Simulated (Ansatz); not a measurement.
## The 2H-WS2 bilayer (2H stacking) between two gates

How does the 2H-WS2 bilayer (2H stacking) take up charge from its gate?

Main program and level: Ansatz 0.2.0; plane-wave DFT, PBE-D3(BJ), Ansatz PAW.

### 1. Starting point

The cell holds 6 atoms: 4 S and 2 W. Cell: a = 3.180 Å, b = 3.180 Å, c = 50.951 Å, α = 90.0°, β = 90.0°, γ = 120.0°. Regions: layer 1: 2H-WS2, 3 atoms (2 S and 1 W); layer 2: 2H-WS2, 3 atoms (2 S and 1 W). Vacuum lies along c.

### 2. Relaxing the slab

The starting cell is a guess, so the in-plane lattice and the atoms are relaxed first, with the slab cut off from its images along the normal.

input.yaml reads:

```yaml
crystal:
  lattice:
    - [3.18, 0.0, 0.0]
    - [-1.59, 2.753960784, 0.0]
    - [0.0, 0.0, 50.9512404664]
  atoms:
    - { symbol: S, position: [0.3333333333, 0.6666666667, 0.4023454544] }
    - { symbol: W, position: [0.0, 0.0, 0.4364527716] }
    - { symbol: S, position: [0.3333333333, 0.6666666667, 0.4705600887] }
    - { symbol: S, position: [0.0, 0.0, 0.5294399113] }
    - { symbol: W, position: [0.3333333333, 0.6666666667, 0.5635472284] }
    - { symbol: S, position: [0.0, 0.0, 0.5976545456] }
  periodic: [true, true, false]
kpoints:
  mp_grid: { grid: [12, 12, 1] }
hamiltonian:
  xc: pbe
  dispersion: d3bj
scf:
  occupations: { method: fermi_dirac, width: 0.05 }
  convergence: { dr2_threshold: 1.0e-09 }
relax:
  f_tol: 0.004
  max_steps: 90
  cell: {}
output:
  write_potential: true
  write_density: true
  volumetric_format: npy
```

Run with:

```console
$ ansatz run input.yaml --threads 4 --pin off --max-ram 16384MiB --backend cpu --events-out ev --progress --plain --runs-dir out
```

Numbers of over 12 decimals in the logs are rounded to 6 here.

What it wrote:

```text
Warning: relax.cell: scf.convergence.dr2_threshold = 1e-9 eV is looser than the 1.50734076334e-10 eV advised for a relaxation that steers and ends on the stress (1e-10 eV for each atom of the cell: 6, times the square of relax.cell.stress_2d_tol = 0.05 N/m over 20.0 Å (the atoms' height at the walk's start and 5 Å past either face), 2.506e-2 GPa, over a crystal's default 0.05). What an SCF threshold leaves in a stress goes as its square root, and in the free energy as the threshold itself, and one threshold admits the most on a small cell: [figures from the program's tests cut] Set scf.convergence.dr2_threshold to 1.50734076334e-10 eV or tighter. [rest of the remark cut]
Engine: ansatz 0.2.0, aarch64-unknown-linux-gnu
Pseudopotentials: kind: paw
Pseudopotential: S, paw, valence charge 6, recommended cutoff 420 eV (normal), S.paw.azcp
Pseudopotential: W, paw, valence charge 14, recommended cutoff 420 eV (normal), W.paw.azcp
Functional definition: PBE
  parameter kappa = 0.804
  parameter beta = 0.066725
  exchange = pbe_x(kappa = kappa, mu = beta*pi^2/3)
  correlation = pbe_c(beta = beta)
Crystal: 6 atoms, lattice volume = 446.210 Å³
Basis set: ecut = 420 eV, 8763 PW (Γ), exchange–correlation on 48×48×720 points (8 copies of the dense FFT grid, shifted against one another)
Bands: 32, of which v1, the nominal top of the filled ones, is band 26 counted from 1 (25 counted from 0)
Symmetry: 12 space group operations
Space group: P-3m1 (ITA 164), of the structure as read, at distance tolerance 7.6e-5 Å
k-points: 19 of 144
Non-local potential: S, projectors of the file, l = 0: 2, l = 1: 2, l = 2: 2
Non-local potential: W, projectors of the file, l = 0: 3, l = 1: 2, l = 2: 2, l = 3: 1
PAW form: soft (Blöchl's): semilocal exchange-correlation on the pseudo side does not see the compensation charge
PAW one-centre angular grid: S, 110 points (default); XC on 64 Gauss nodes
PAW one-centre angular grid: W, 590 points (default); XC on 64 Gauss nodes
Initial density: superposition of atomic densities (neutral atoms: chi_scale 0, normalization atom), corrected by the library's trained network
Initial wavefunctions: pseudopotential atomic-orbital guess
Functional: x = pbe(κ = 0.804, μ = 0.219515), c = pbe(β = 0.066725)
SCF iter   1: F=—  HF=-24383.987681 eV  |F-HF|=—  |Δ(HF+E_count)|=         —  Δρ=2.69e-3  dr2=7.74e-2  ethr=1.77e-3  ⟨swp⟩=12.7  Hψ=4375  notcnv=0
preconditioner: auto → Resta (q_TF=auto, 1.907 Å⁻¹)  ε∞=2.9  [insulator: Δε(μ)=1.178 eV  Ē_g=7.694 eV  σ=0.050 eV  W_gap=1.00  n_scr=30 (ndim 8)  ℏωp=10.5 eV  f_vac=0.730  D(μ)=0.00/eV (n_scr^D=0)  ε∞_Penn≈2.9  vacuum switching on, ρ_ref=4.3e-3 e/Å³]
SCF iter   2: F=—  HF=-24384.006767 eV  |F-HF|=—  |Δ(HF+E_count)|=   1.91e-2  Δρ=2.27e-3  dr2=1.68e-1  ethr=1.49e-4  ⟨swp⟩=4.4  Hψ=1566  notcnv=0  defer=17
SCF iter   3: F=—  HF=-24383.995871 eV  |F-HF|=—  |Δ(HF+E_count)|=   1.09e-2  Δρ=1.11e-3  dr2=4.33e-3  ethr=1.49e-4  ⟨swp⟩=3.2  Hψ=1042  notcnv=0  defer=15
SCF iter   4: F=—  HF=-24383.999141 eV  |F-HF|=—  |Δ(HF+E_count)|=   3.27e-3  Δρ=2.90e-4  dr2=1.04e-3  ethr=8.33e-6  ⟨swp⟩=3.4  Hψ=1346  notcnv=0  defer=15
SCF iter   5: F=—  HF=-24383.999051 eV  |F-HF|=—  |Δ(HF+E_count)|=   9.06e-5  Δρ=8.22e-5  dr2=8.26e-5  ethr=2.01e-6  ⟨swp⟩=2.8  Hψ=1009  notcnv=0  defer=15
SCF iter   6: F=—  HF=-24383.999014 eV  |F-HF|=—  |Δ(HF+E_count)|=   3.69e-5  Δρ=3.21e-5  dr2=4.69e-6  ethr=1.59e-7  ⟨swp⟩=3.3  Hψ=1299  notcnv=0  defer=15
SCF iter   7: F=—  HF=-24383.998888 eV  |F-HF|=—  |Δ(HF+E_count)|=   1.26e-4  Δρ=7.87e-6  dr2=5.31e-7  ethr=9.03e-9  ⟨swp⟩=3.3  Hψ=1389  notcnv=0  defer=15
SCF iter   8: F=—  HF=-24383.998888 eV  |F-HF|=—  |Δ(HF+E_count)|=   2.60e-7  Δρ=2.66e-6  dr2=5.85e-8  ethr=1.02e-9  ⟨swp⟩=2.9  Hψ=1157  notcnv=0  defer=15
SCF iter   9: F=—  HF=-24383.998888 eV  |F-HF|=—  |Δ(HF+E_count)|=   2.25e-9  Δρ=4.80e-7  dr2=1.12e-9  ethr=1.13e-10  ⟨swp⟩=3.5  Hψ=1359  notcnv=0  defer=15
SCF iter  10: F=-24383.998888 eV  HF=-24383.998888 eV  |F-HF|=8.19e-10  |Δ(HF+E_count)|=   4.24e-9  Δρ=1.09e-7  dr2=7.25e-11  ethr=1.92e-12  ⟨swp⟩=12.9  Hψ=5362  notcnv=0
SCF 1 converged in 10 iterations: F = -24383.998888 eV  dr2 = 7.25e-11
  greatest PAW one-centre occupation: 1.000 electrons in one spin orbital (limit 2), on the W atom at site 4 (counted from 0), in its partial waves of l = 0
relax step   1: F+E_penalty+E_count = -24383.99888805 eV  Δ(F+E_penalty+E_count) = +0.000e0 eV  max|allowed force component| = 2.684e0 eV/Å  Δτ_max = 0.0000 Å  P = -12.920 N/m  Ω = 446.210 Å³  fix = [c, alpha, beta]  reactions: c -0.000 N/m  (10 SCF iters, accepted)
Crystal: 6 atoms, lattice volume = 441.907 Å³
Basis set: ecut = 420 eV, 8535 PW (Γ), exchange–correlation on 48×48×720 points (8 copies of the dense FFT grid, shifted against one another)
Initial density: handed on by an earlier stage of this run
Initial wavefunctions: those handed on with the density
iter 1 solved again at ethr=9.41e-4 eV; its pass at ethr=3.10e-3 eV (dr2=4.90e-1 eV) is discarded
SCF iter   1: F=—  HF=-24385.044050 eV  |F-HF|=—  |Δ(HF+E_count)|=         —  Δρ=8.30e-3  dr2=5.20e-1  ethr=9.41e-4  ⟨swp⟩=2.0  Hψ=5347  notcnv=0
eigensolver tolerance schedule calibrated: the retry pair's looser diagonalisation under-reported the residual by θ = 0.06 (0.11/decade); ethr = c·dr2/N_el runs at the constant in force after the calibration composes with the one it found (an armed cap, an earlier calibration), c = 7.8e-2
preconditioner: auto → Resta (q_TF=auto, 1.910 Å⁻¹)  ε∞=2.6  [insulator: Δε(μ)=1.365 eV  Ē_g=8.405 eV  σ=0.050 eV  W_gap=1.00  n_scr=30 (ndim 8)  ℏωp=10.6 eV  f_vac=0.740  D(μ)=0.00/eV (n_scr^D=0)  ε∞_Penn≈2.6  vacuum switching on, ρ_ref=5.1e-3 e/Å³]
SCF iter   2: F=—  HF=-24384.975454 eV  |F-HF|=—  |Δ(HF+E_count)|=   6.86e-2  Δρ=4.49e-3  dr2=1.90e-1  ethr=7.83e-4  ⟨swp⟩=4.7  Hψ=1323  notcnv=0  defer=1
SCF iter   3: F=—  HF=-24384.943350 eV  |F-HF|=—  |Δ(HF+E_count)|=   3.21e-2  Δρ=2.35e-3  dr2=2.10e-2  ethr=2.86e-4  ⟨swp⟩=3.8  Hψ=1336  notcnv=0  defer=13
SCF iter   4: F=—  HF=-24384.940036 eV  |F-HF|=—  |Δ(HF+E_count)|=   3.31e-3  Δρ=5.21e-4  dr2=1.68e-3  ethr=3.16e-5  ⟨swp⟩=3.3  Hψ=1259  notcnv=0  defer=13
SCF iter   5: F=—  HF=-24384.940162 eV  |F-HF|=—  |Δ(HF+E_count)|=   1.26e-4  Δρ=2.48e-4  dr2=2.10e-3  ethr=2.53e-6  ⟨swp⟩=3.4  Hψ=1300  notcnv=0  defer=13
SCF iter   6: F=—  HF=-24384.939977 eV  |F-HF|=—  |Δ(HF+E_count)|=   1.86e-4  Δρ=8.57e-5  dr2=4.28e-5  ethr=2.53e-6  ⟨swp⟩=2.6  Hψ=864  notcnv=0  defer=13
SCF iter   7: F=—  HF=-24384.940082 eV  |F-HF|=—  |Δ(HF+E_count)|=   1.06e-4  Δρ=2.49e-5  dr2=4.72e-6  ethr=6.44e-8  ⟨swp⟩=3.4  Hψ=1420  notcnv=0  defer=13
[...]
SCF iter   4: F=—  HF=-24385.001845 eV  |F-HF|=—  |Δ(HF+E_count)|=   4.76e-3  Δρ=1.33e-3  dr2=1.49e-2  ethr=1.68e-4  ⟨swp⟩=2.9  Hψ=995  notcnv=0  defer=9
SCF iter   5: F=—  HF=-24385.001019 eV  |F-HF|=—  |Δ(HF+E_count)|=   8.26e-4  Δρ=4.85e-4  dr2=1.26e-3  ethr=2.87e-5  ⟨swp⟩=3.2  Hψ=1162  notcnv=0  defer=9
SCF iter   6: F=—  HF=-24385.002515 eV  |F-HF|=—  |Δ(HF+E_count)|=   1.50e-3  Δρ=8.46e-4  dr2=5.15e-3  ethr=2.41e-6  ⟨swp⟩=3.7  Hψ=1547  notcnv=0  defer=5
SCF iter   7: F=—  HF=-24385.000951 eV  |F-HF|=—  |Δ(HF+E_count)|=   1.56e-3  Δρ=8.10e-5  dr2=5.70e-5  ethr=2.41e-6  ⟨swp⟩=2.9  Hψ=1275  notcnv=0  defer=5
SCF iter   8: F=—  HF=-24385.000949 eV  |F-HF|=—  |Δ(HF+E_count)|=   1.73e-6  Δρ=8.50e-6  dr2=6.78e-7  ethr=1.10e-7  ⟨swp⟩=3.4  Hψ=1367  notcnv=0  defer=5
SCF iter   9: F=—  HF=-24385.000818 eV  |F-HF|=—  |Δ(HF+E_count)|=   1.31e-4  Δρ=2.05e-6  dr2=2.81e-8  ethr=1.30e-9  ⟨swp⟩=4.1  Hψ=1570  notcnv=0  defer=6
SCF iter  10: F=-24385.000818 eV  HF=-24385.000818 eV  |F-HF|=7.75e-10  |Δ(HF+E_count)|=   1.80e-8  Δρ=3.83e-7  dr2=5.76e-10  ethr=1.92e-12  ⟨swp⟩=12.9  Hψ=6622  notcnv=0
SCF 3 converged in 10 iterations: F = -24385.000818 eV  dr2 = 5.76e-10
relax step   3: F+E_penalty+E_count = -24385.00081797 eV  Δ(F+E_penalty+E_count) = -6.086e-2 eV  max|allowed force component| = 1.393e-1 eV/Å  Δτ_max = 0.1924 Å  P = -0.247 N/m  Ω = 438.797 Å³  energy of the carried Pulay correction = +2.705e-4 eV  fix = [c, alpha, beta]  reactions: c -0.000 N/m  (10 SCF iters, accepted)
[...]
relax step   4: F+E_penalty+E_count = -24384.99888484 eV  Δ(F+E_penalty+E_count) = +1.933e-3 eV  max|allowed force component| = 4.306e-2 eV/Å  Δτ_max = 0.1127 Å  P = +0.198 N/m  Ω = 439.620 Å³  energy of the carried Pulay correction = +2.403e-4 eV  fix = [c, alpha, beta]  (11 SCF iters, rejected (line search))
[...]
relax step   5: F+E_penalty+E_count = -24385.00423413 eV  Δ(F+E_penalty+E_count) = -3.416e-3 eV  max|allowed force component| = 6.984e-3 eV/Å  Δτ_max = 0.0371 Å  P = +0.042 N/m  Ω = 439.549 Å³  energy of the carried Pulay correction = +2.429e-4 eV  fix = [c, alpha, beta]  reactions: c +0.000 N/m  (11 SCF iters, accepted)
[...]
relax step   6: F+E_penalty+E_count = -24385.00431506 eV  Δ(F+E_penalty+E_count) = -8.093e-5 eV  max|allowed force component| = 1.233e-3 eV/Å  Δτ_max = 0.0104 Å  P = -0.000 N/m  Ω = 439.722 Å³  energy of the carried Pulay correction = +2.365e-4 eV  fix = [c, alpha, beta]  reactions: c -0.000 N/m  (9 SCF iters, accepted)
Initial wavefunctions: pseudopotential atomic-orbital guess (no wavefunctions were taken with the density)
iter 1 solved again at ethr=1.22e-7 eV; its pass at ethr=3.10e-3 eV (dr2=6.36e-5 eV) is discarded
SCF iter   1: F=—  HF=-24385.004258 eV  |F-HF|=—  |Δ(HF+E_count)|=         —  Δρ=1.20e-5  dr2=9.21e-8  ethr=1.22e-7  ⟨swp⟩=7.3  Hψ=8108  notcnv=0
preconditioner: auto → Resta (q_TF=auto, 1.911 Å⁻¹)  ε∞=2.6  [insulator: Δε(μ)=1.352 eV  Ē_g=8.428 eV  σ=0.050 eV  W_gap=1.00  n_scr=30 (ndim 8)  ℏωp=10.6 eV  f_vac=0.745  D(μ)=0.00/eV (n_scr^D=0)  ε∞_Penn≈2.6  vacuum switching on, ρ_ref=5.2e-3 e/Å³]
SCF iter   2: F=—  HF=-24385.004048 eV  |F-HF|=—  |Δ(HF+E_count)|=   2.10e-4  Δρ=6.09e-6  dr2=2.57e-8  ethr=1.77e-10  ⟨swp⟩=5.3  Hψ=2127  notcnv=0
SCF iter   3: F=—  HF=-24385.004048 eV  |F-HF|=—  |Δ(HF+E_count)|=   1.76e-8  Δρ=1.66e-6  dr2=3.59e-8  ethr=4.94e-11  ⟨swp⟩=2.9  Hψ=1272  notcnv=0
SCF iter   4: F=-24385.004048 eV  HF=-24385.004048 eV  |F-HF|=6.55e-11  |Δ(HF+E_count)|=   5.13e-9  Δρ=3.61e-7  dr2=3.08e-10  ethr=1.92e-12  ⟨swp⟩=16.5  Hψ=6835  notcnv=0
SCF 7 converged in 4 iterations: F = -24385.004048 eV  dr2 = 3.08e-10
relax step   7: F+E_penalty+E_count = -24385.00404823 eV  Δ(F+E_penalty+E_count) = +2.668e-4 eV  max|allowed force component| = 1.236e-3 eV/Å  Δτ_max = 0.0000 Å  P = +0.004 N/m  Ω = 439.722 Å³  fix = [c, alpha, beta]  reactions: c +0.000 N/m  stress off target by 4.09e-3 N/m on what of the cell is left free  SCF on the basis re-selected at this cell (its energy is not comparable with the rows above)  (4 SCF iters)
basis re-selected at this cell: Δ(F+E_penalty+E_count) = +2.668e-4 eV, ΔP = +0.004 N/m vs the last step (what re-selecting the basis moved, of the pressure what is left beyond the Pulay correction that the steps carried, after the strain that the cell walked since its last selection, with what the two solves' SCF thresholds leave and, on support functions, any second-order correction that the steps lacked; it is no m [...]
WARN: The output density's exchange-correlation potential varies sharply where the density is thin. Do not read a vacuum level from v_tot or v_xc, or from such a field of the output density. On a cell that repeats whose density bears no net charge and no dipole along the vacuum's axis use v_es (v_loc + v_h of the components); under efield.dipole_correction with no amplitude use v_es + v_field, which holds any externa [...]
SCF converged after 4 iterations
Free energy (F): -24385.004048 eV
Harris-Foulkes:  -24385.004048 eV  (|F-HF|=6.55e-11)
Internal energy: -24385.004048 eV  (E = F + TS)
E sigma→0 (E₀):  -24385.004048 eV
Entropy (-TS):   -0.000000 eV (-0.000 meV/atom)
Fermi energy:    -4.633431 eV
--- Per-component energies (eV) ---
  E_band       = -1244.906790
  E_kinetic    = 1333.567864
  E_local      = -257659.496126  (includes V_loc(G=0)·N_el)
  E_nonlocal   = 114.698927
  E_hartree    = 128033.576658
  E_xc         = -924.722791
  E_vxc        = -830.610976  (∫ρ·V_xc dr)
  E_paw        = -19526.293191  (= ΣΔE_a)
  E_vpaw       = -270.222174  (= ΣTr[D̂ρ^β])
  E_aug_tail   = -0.000124  (compensation charges beyond the density's cutoff)
  E_ewald      = 124245.881680
  E_disp       = -2.216944  (pairwise vdW)
  E_smearing   = -0.000000  (= −TS)
  E_closure    = 0.000000  (closes the sum)
  Σ components = -24385.004048   (vs F -24385.004048, Δ=0.00e0)
--- Forces (eV/Å), atoms counted from 1 ---
  atom   1  S      0.00000000     0.00000000     0.00076199
  atom   2  W     -0.00000000    -0.00000000    -0.00123638
  atom   3  S      0.00000000     0.00000000    -0.00086209
  atom   4  S      0.00000000    -0.00000000     0.00086209
  atom   5  W      0.00000000     0.00000000     0.00123638
  atom   6  S      0.00000000    -0.00000000    -0.00076199
  max |Σ_I F_I| component: 3.47e-18 eV/Å
--- 2D stress c σ (N/m, compression-positive) ---
        0.004087       0.000000       0.000000
        0.000000       0.004087       0.000000
        0.000000       0.000000       0.000000
  P = ½ c Tr σ = 0.0041 N/m
--- Band table (eV; the first three rows and the last of 19) ---
  k-point 0: bands = [... 22 lower, -7.2438, -7.2438, -6.0169, -5.2665, -2.7690, -2.7690, -2.7510, -2.7510, ... 2 higher]
  k-point 1: bands = [... 22 lower, -7.2023, -6.8949, -6.0353, -5.4341, -2.8997, -2.8674, -2.8543, -2.7982, ... 2 higher]
  k-point 2: bands = [... 22 lower, -7.2872, -6.8877, -6.1928, -5.9503, -3.4203, -3.1255, -3.0249, -2.8826, ... 2 higher]
  k-point 18: bands = [... 22 lower, -8.0861, -8.0861, -5.7604, -5.6400, -3.7605, -3.7605, -2.7685, -2.0923, ... 2 higher]
  the weakly bound empty levels are not read free of the cell's end (no_gap_told)
--- Relaxed structure (6 steps of the walk, 5 accepted, 1 SCFs on fresh bases) ---
  F+E_penalty+E_count = -24385.00404823 eV   max|allowed force component| = 1.236e-3 eV/Å   (the final SCF, on the basis selected at the relaxed cell)
  cell:  # Å, volume = 439.7218 Å³
    - [3.156794, 0, 0]
    - [-1.578397, 2.733864, 0]
    - [0, 0, 50.9512404664]
  atoms:
    - { symbol: S, position: [0.333333, 0.666667, 0.409380] }
    - { symbol: W, position: [1.1546296804492776e-17, -5.08852219630634e-17, 0.440322] }
    - { symbol: S, position: [0.333333, 0.666667, 0.471227] }
    - { symbol: S, position: [8.85670607064557e-18, -5.08852219630634e-17, 0.528773] }
    - { symbol: W, position: [0.333333, 0.666667, 0.559678] }
    - { symbol: S, position: [5.080487898714885e-18, -5.08852219630634e-17, 0.590620] }
```

Wall time 45 s (4 threads of Arm Neoverse V1, shared host); peak memory 0.94 GiB; 2.9 min of CPU time.

Relaxation path:

```csv
step,energy less that of the first step (eV),largest force component (eV/Å),volume (Å³)
1,0.0000,2.6840,446.21
2,-0.9411,0.6414,441.91
3,-1.0019,0.1393,438.80
4,-1.0000,0.0431,439.62
5,-1.0053,0.0070,439.55
6,-1.0054,0.0012,439.72
7*,-1.0052,0.0012,439.72
```

Relaxation steps marked * repeat the geometry before them on a plane-wave basis chosen anew for their cell, so energy and pressure can jump there. Relaxation step 4 was tried and not accepted.

Forces are held to the 12 operations that the run works with; a distortion that breaks them can't arise in this run.

```csv
cell as run,before,after,change
a (Å),3.180,3.157,-0.7 %
b (Å),3.180,3.157,-0.7 %
```

The atoms that moved most (Å, along periodic axes as changes of fractional coordinates times the final cell, across vacuum about the mean position):

```csv
atom,dx,dy,dz,length
S6,0.000,0.000,-0.358,0.358
S1,0.000,0.000,0.358,0.358
W2,0.000,0.000,0.197,0.197
W5,0.000,0.000,-0.197,0.197
S4,0.000,0.000,-0.034,0.034
S3,0.000,0.000,0.034,0.034
```

Final coordinates:

```xyz
6
Lattice="3.1568 0.0000 0.0000 -1.5784 2.7339 0.0000 0.0000 0.0000 50.9512" Properties=species:S:1:pos:R:3
S     0.0000    1.8226   20.8584
W     0.0000    0.0000   22.4350
S     0.0000    1.8226   24.0096
S     0.0000    0.0000   26.9417
W     0.0000    1.8226   28.5163
S     0.0000    0.0000   30.0928
```

The lattice constant a goes from 3.180 to 3.157 Å.

(Continued in part 2 of 4.)

[Logs are printed without paths, hosts, clocks, repeated set-up lines and the standing remarks that a program may print on its own settings, such as how far it seeks lower states.]

[Hosts, paths, dates, database ids (printed as entryN), source tags and the programs' standing remarks are cut or masked in the printed files.]

[Maps of the electrostatic potential energy from Ansatz leave out the sawtooth potential of an applied field or a dipole correction, so their vacuum need not be flat; planar profiles and work functions include it.]
